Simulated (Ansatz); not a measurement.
The calculation used Ansatz 0.2.0, DFT PBE, scalar-relativistic, plane waves, PAW. All cells share a 420 eV cutoff and Γ-centred k meshes spaced at most about 0.3 Å⁻¹ (about 0.25 or finer for metals, 2π included). No spin polarisation.

These are static total energies at zero pressure.

Compare these two cells of TiH4, each relaxed at this level.

1.

```cif
data_structure
_symmetry_space_group_name_H-M 'P6/mmm'
_symmetry_Int_Tables_number 191
_cell_length_a 2.9208
_cell_length_b 2.9208
_cell_length_c 4.1717
_cell_angle_alpha 90.000
_cell_angle_beta 90.000
_cell_angle_gamma 120.000
_cell_volume 30.82
loop_
_atom_site_label
_atom_site_type_symbol
_atom_site_symmetry_multiplicity
_atom_site_Wyckoff_symbol
_atom_site_fract_x
_atom_site_fract_y
_atom_site_fract_z
_atom_site_occupancy
Ti1 Ti 1 a 0.00000 0.00000 0.00000 1
H1 H 4 h 0.33333 0.66667 0.24448 1
```

2.

```cif
data_structure
_symmetry_space_group_name_H-M 'C2/m'
_symmetry_Int_Tables_number 12
_cell_length_a 6.4484
_cell_length_b 2.9887
_cell_length_c 6.9658
_cell_angle_alpha 90.000
_cell_angle_beta 117.356
_cell_angle_gamma 90.000
_cell_volume 119.24
loop_
_atom_site_label
_atom_site_type_symbol
_atom_site_symmetry_multiplicity
_atom_site_Wyckoff_symbol
_atom_site_fract_x
_atom_site_fract_y
_atom_site_fract_z
_atom_site_occupancy
Ti1 Ti 4 i 0.87764 0.50000 0.73807 1
H1 H 4 i 0.04321 0.00000 0.86432 1
H2 H 4 i 0.82547 0.50000 0.26590 1
H3 H 4 i 0.86849 0.00000 0.56285 1
H4 H 4 i 0.63112 0.00000 0.00302 1
```

Question: Which form is favoured at zero pressure, and by what margin per atom?

Answer: Cell 2 is lower, by 108 meV/atom. Cell 1 has space group P6/mmm (No. 191), 6.2 Å³/atom and no gap on its mesh; cell 2 has space group C2/m (No. 12), 6.0 Å³/atom and no gap. Counting H atoms around Ti (those within 1.25 times the shortest such distance or 1.15 times the sum of covalent radii), cell 1 has Ti 12 and cell 2 has Ti 10. In cell 1, Ti is surrounded by 12 H at 1.97 Å and 6 Ti at 2.92 Å; H has 3 H at 1.69 Å, 3 Ti at 1.97 Å and 2 H at 2.04–2.13 Å. In cell 2, Ti has 10 H at 1.81–1.98 Å; around H on its first site lie 2 H at 1.73 Å, 2 Ti at 1.81 Å, 2 H at 1.87 Å, 6 H at 2.12–2.30 Å and 1 H at 2.54 Å; H on its second site has 3 Ti at 1.93–1.98 Å, 5 H at 2.02–2.12 Å, 4 H at 2.25–2.32 Å and 3 H at 2.46–2.54 Å; 2 more sites not described. Origin: cell 1, invented; cell 2, invented, then shaken at random and relaxed again. Shaken at random and relaxed again, cell 1 came back.

With hydrogen, zero-point motion can shift such differences by 10 meV/atom or more. Cells without such a test can be saddle points.
